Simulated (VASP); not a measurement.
**TiAl: relaxation of cell and atoms with PBEsol**

The system is TiAl.

```xyz
2
Lattice="2.8673 0.0000 0.0000 -1.4336 2.4831 0.0000 0.0000 0.0000 4.6781" Properties=species:S:1:pos:R:3 pbc="T T T"
Ti    0.0000    0.0000    0.0000
Al    0.0000    1.6554    2.3390
```

The cell comes from a database or a generator and needn't be the stable form of this composition.

```json
{
 "Program": "VASP 6.6.1",
 "Task": "relaxation of cell and atoms",
 "Functional": "PBEsol",
 "Potentials or basis": "VASP PAW PBE potentials, release 64 (Ti_sv, Al)",
 "Cutoff": "600 eV",
 "k mesh": "10 × 10 × 6",
 "Occupations": "fermi-dirac, width 0.05 eV",
 "Spin": "no spin polarisation",
 "Ladder": "gaps",
 "Further INCAR settings": "ALGO = Normal; EDIFF = 1e-06; IBRION = 2; EDIFFG = -0.005; NSW = 40; ISIF = 3"
}
```

The relaxed volume is 16.25 Å³/atom and the relaxed cell is a = 2.850 Å, b = 2.850 Å, c = 4.618 Å, α = 90.00°, β = 90.00°, γ = 120.00°. The space group after relaxing (to 0.05 Å) is P-6m2 (No. 187) and the energy gained by relaxing is 4.0 meV/atom. The ionic steps are 6, the pressure after relaxing is 0.0 GPa and the band gap on the k mesh is none (metal or under the smearing width).

Step by step:
| step | energy change (eV) | largest force (eV/Å) | pressure (GPa) | volume (Å³) |
| --- | --- | --- | --- | --- |
| 1 | 0.0000 | 0.0000 | -2.77 | 33.31 |
| 2 | -0.0048 | 0.0000 | 1.93 | 31.94 |
| 3 | -0.0080 | 0.0000 | 0.04 | 32.45 |
| 4 | -0.0080 | 0.0000 | 0.03 | 32.47 |
| 5 | -0.0081 | 0.0000 | 0.01 | 32.48 |
| 6 | -0.0081 | 0.0000 | -0.02 | 32.49 |

Final structure:
```yaml
crystal:
  lattice:
    - [2.85039, 0.00000, 0.00000]
    - [-1.42520, 2.46851, 0.00000]
    - [0.00000, 0.00000, 4.61809]
  atoms:
    - { symbol: Ti, position: [0.00000, 0.00000, 0.00000] }
    - { symbol: Al, position: [0.33333, 0.66667, 0.50000] }
```

Levels at points of the mesh, in eV from the Fermi level:
| k point | band 4 | band 5 | band 6 | band 7 | band 8 | band 9 | band 10 | band 11 |
| --- | --- | --- | --- | --- | --- | --- | --- | --- |
| (0.00, 0.00, 0.00) | -32.22 | -9.00 | -2.29 | -1.76 | 1.31 | 1.31 | 2.83 | 2.83 |
| (0.50, 0.00, 0.00) | -32.36 | -3.74 | -2.80 | -1.57 | -1.00 | 2.14 | 4.06 | 4.21 |
| (0.00, 0.00, 0.50) | -32.22 | -8.06 | -5.30 | -0.40 | 1.32 | 1.32 | 2.75 | 2.75 |
| (0.50, 0.00, 0.50) | -32.36 | -3.70 | -2.38 | -1.85 | 0.59 | 0.99 | 1.93 | 3.09 |

Run time: 89 s on 1 thread of Intel(R) Xeon(R) Platinum 8259CL CPU @ 2.50GHz (Skylake/Cascade Lake), on a shared host, peak memory 0.18 GiB.

Caveat: the PAW data sets were made with another functional, which shifts forces and pressure a little.
